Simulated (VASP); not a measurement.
# Ge (Cmcm) in VASP: further runs, part 2 of 2

VASP 6.6.1. Earlier steps stand in the parts before.

## (3) Relaxation of cell and atoms, r2SCAN

Input file INCAR:

```
SYSTEM = Ge
ALGO = Normal
EDIFF = 1E-6
EDIFFG = -0.02
ENCUT = 600
IBRION = 2
ISIF = 3
ISMEAR = 0
LASPH = .TRUE.
LCHARG = .FALSE.
LMIXTAU = .TRUE.
LREAL = .FALSE.
LWAVE = .FALSE.
METAGGA = R2SCAN
NELM = 100
NSW = 60
PREC = Accurate
SIGMA = 0.05
```

Input file KPOINTS:

```
k-points
0
G
  10 10 6
  0 0 0
```

Input file POSCAR:

```
Ge
1.0
    1.4880529250     -2.5946896100      0.0000000000
    1.4880529250      2.5946896100      0.0000000000
    0.0000000000      0.0000000000      4.7275957900
Ge
2
Direct
    0.3334466300      0.6665533700      0.2500000000
    0.6665533700      0.3334466300      0.7500000000
```

Potentials or basis: VASP PAW PBE potentials, release 64 (Ge_d).

On the command line:

```
cat potpaw_PBE.64/Ge_d/POTCAR > POTCAR
mpirun -np 1 vasp_std > vasp.out
```

OUTCAR:

```text
SYSTEM = Ge
   EDIFF = 1E-6
   EDIFFG = -0.02
   ENCUT = 600
   IBRION = 2
   ISIF = 3
   ISMEAR = 0
   LASPH = .TRUE.
   LREAL = .FALSE.
   METAGGA = R2SCAN
   NELM = 100
   NSW = 60
   PREC = Accurate

 ion  position               nearest neighbor table
   1  0.333  0.667  0.250-
   2  0.667  0.333  0.750-

  LATTYP: Found a base centered orthorhombic cell.
 ALAT       =     2.9761058500
 B/A-ratio  =     1.7436809984
 C/A-ratio  =     1.5885173540

  Lattice vectors:

 A1 = (   1.4880529250,  -2.5946896100,   0.0000000000)
 A2 = (   1.4880529250,   2.5946896100,   0.0000000000)
 A3 = (   0.0000000000,   0.0000000000,   4.7275957900)

Analysis of symmetry for initial positions (statically):
=====================================================================
 Subroutine PRICEL returns:
 Original cell was already a primitive cell.

 Routine SETGRP: Setting up the symmetry group for a
 base centered orthorhombic supercell.

 Subroutine GETGRP returns: Found  8 space group operations
 (whereof  4 operations were pure point group operations)
 out of a pool of  8 trial point group operations.
[... 174 lines left out ...]
  -------------------------------------------------------------------------------------
  Total        0.1657416      0.3633775      0.8709304      0.0000000      0.0000000      0.0000000
  in kB        7.2739090     15.9475704     38.2225713      0.0000000      0.0000000      0.0000000
  external PRESSURE =      20.4813503 kB  Pullay stress =       0.0000000 kB
[... 239 lines left out ...]
--------------------------------------- Ionic step        8  -------------------------------------------

 number of electron      28.0000008 magnetization

 Free energy of the ion-electron system (eV)
  ---------------------------------------------------
  ext. energy  EPLUGINS =         0.00000000
  ---------------------------------------------------
  free energy    TOTEN  =       -26.62073285 eV

  energy without entropy =      -26.61979975  energy(sigma->0) =      -26.62026630

 E-fermi :   6.7575     XC(G=0): -12.5357

 val. band max:        6.7467677583   @ k =   0.4000   0.3000   0.0000
 cond. band min:       6.7996698423   @ k =   0.3000   0.2000   0.5000
 fundamental gap:      0.0529020840
 Fermi energy:         6.7574509581

 k-point     1 :       0.0000    0.0000    0.0000
  band No.  band energies     occupation
      1     -18.7080      2.00000
      2     -18.7015      2.00000
      3     -18.7009      2.00000
      4     -18.6935      2.00000
      5     -18.6896      2.00000
      6     -18.6821      2.00000
[... 481 lines left out ...]
      5     -18.6636      2.00000
      6     -18.6489      2.00000
[... 10 lines left out ...]
     17       8.0675      0.00000
     18       8.6473      0.00000

 [... further k-points ...]

------------------------ aborting loop because EDIFF is reached ----------------------------------------

  FORCE on cell =-STRESS in cart. coord.  units (eV):
  Direction    XX          YY          ZZ          XY          YZ          ZX
  --------------------------------------------------------------------------------------
  -------------------------------------------------------------------------------------
  Total       -0.0144744      0.0130876      0.0103740      0.0000000      0.0000000      0.0000000
  in kB       -0.6211656      0.5616543      0.4451967      0.0000000      0.0000000      0.0000000
  external PRESSURE =       0.1285618 kB  Pullay stress =       0.0000000 kB
[... 17 lines left out ...]
  FREE ENERGIE OF THE ION-ELECTRON SYSTEM (eV)
  ---------------------------------------------------
  free  energy   TOTEN  =       -26.6207328482 eV

  energy  without entropy=      -26.6197997548  energy(sigma->0) =      -26.62026630

 reached required accuracy - stopping structural energy minimisation
```

OSZICAR:

```text
N       E                     dE             d eps       ncg     rms          rms(c)
DAV:   1     0.141549935746E+03    0.14155E+03   -0.16843E+04  4666   0.500E+03
DAV:   2    -0.101814810022E+02   -0.15173E+03   -0.14939E+03  4476   0.560E+02
DAV:   3    -0.288213250336E+02   -0.18640E+02   -0.18362E+02  4978   0.144E+02
[... 80 lines left out ...]
DAV:   4    -0.266207269610E+02   -0.11541E-04   -0.70695E-05  4684   0.116E-01    0.534E-03
DAV:   5    -0.266207301353E+02   -0.31743E-05   -0.70730E-06  3758   0.295E-02    0.288E-03
DAV:   6    -0.266207316258E+02   -0.14905E-05   -0.21301E-06  3488   0.162E-02    0.982E-04
DAV:   7    -0.266207327120E+02   -0.10862E-05   -0.64781E-07  2888   0.941E-03    0.327E-04
DAV:   8    -0.266207328482E+02   -0.13620E-06   -0.12256E-07  2232   0.356E-03
   8 F= -.26620733E+02 E0= -.26620266E+02  d E =-.577519E-04
```

Run time: 19 min. Hardware: 1 thread of Intel Xeon Platinum 8259CL at 2.50GHz (Skylake/Cascade Lake), shared host; peak memory 0.23 GiB.

Results:

```yaml
Free_energy: -26.6207 eV
Relaxed_volume: 18.67 Å³/atom
Relaxed_cell: a = 2.998 Å, b = 2.998 Å, c = 4.851 Å, α = 90.00°, β = 90.00°, γ = 121.08°
Space_group_after_relaxing_to_0.05_Å: Cmcm (No. 63)
Energy_gained_by_relaxing: 7.2 meV/atom
Ionic_steps: 8
Pressure_after_relaxing: 0.0 GPa
Band_gap_on_the_k_mesh: none (metal or under the smearing width)
```

Step by step:
| step | energy change (eV) | largest force (eV/Å) | pressure (GPa) | volume (Å³) |
| --- | --- | --- | --- | --- |
| 1 | 0.0000 | 0.0091 | 2.05 | 36.51 |
| 2 | -0.0113 | 0.0011 | -0.57 | 37.75 |
| 3 | -0.0113 | 0.0010 | -0.54 | 37.74 |
| 4 | -0.0137 | 0.0029 | -0.48 | 37.63 |
| 5 | -0.0137 | 0.0025 | -0.54 | 37.61 |
| 6 | -0.0143 | 0.0023 | 0.17 | 37.25 |
| 7 | -0.0143 | 0.0024 | 0.06 | 37.32 |
| 8 | -0.0143 | 0.0017 | 0.01 | 37.33 |

Final structure:
```xyz
2
Lattice="1.4744 -2.6101 0.0000 1.4744 2.6101 0.0000 0.0000 0.0000 4.8507" Properties=species:S:1:pos:R:3 pbc="T T T"
Ge    1.4744    0.8697    1.2127
Ge    1.4744   -0.8697    3.6380
```

Caveat: the PAW data sets were made with another functional, which shifts forces and pressure a little.

## (4) For comparison

An earlier run on the cell as given: functional PBEsol; potentials or basis VASP PAW PBE potentials, release 64 (Ge_d); cutoff 520 eV; k mesh 10 × 10 × 6; occupations fermi-dirac, width 0.05 eV; no spin polarisation.

* Pressure: 0.5 GPa
* Band gap on the k mesh: none (metal or under the smearing width)

## (5) Summary

```tsv
task	level	potentials or basis	cell	k mesh	cutoff (eV)	smearing	ladder	mesh quality	gap on the mesh (eV)	pressure (GPa)
single point	PBE	VASP PAW PBE potentials, release 64 (Ge_d_GW)	as given	5 × 5 × 3	500	gaussian 0.02 eV	-	coarse	none	4.3
relaxation of cell and atoms	r2SCAN	VASP PAW PBE potentials, release 64 (Ge_d)	relaxed	10 × 10 × 6	600	gaussian 0.05 eV	-	not flagged	none	0.0
single point	PBEsol	VASP PAW PBE potentials, release 64 (Ge_d)	as given	10 × 10 × 6	520	fermi-dirac 0.05 eV	free	not flagged	none	0.5
```

Alike in all rows: no spin polarisation.

Caveats: some runs use coarse meshes; the PAW data sets were made with another functional, which shifts forces and pressure a little (some runs).

Absolute energies hang on the potentials; compare differences alone.
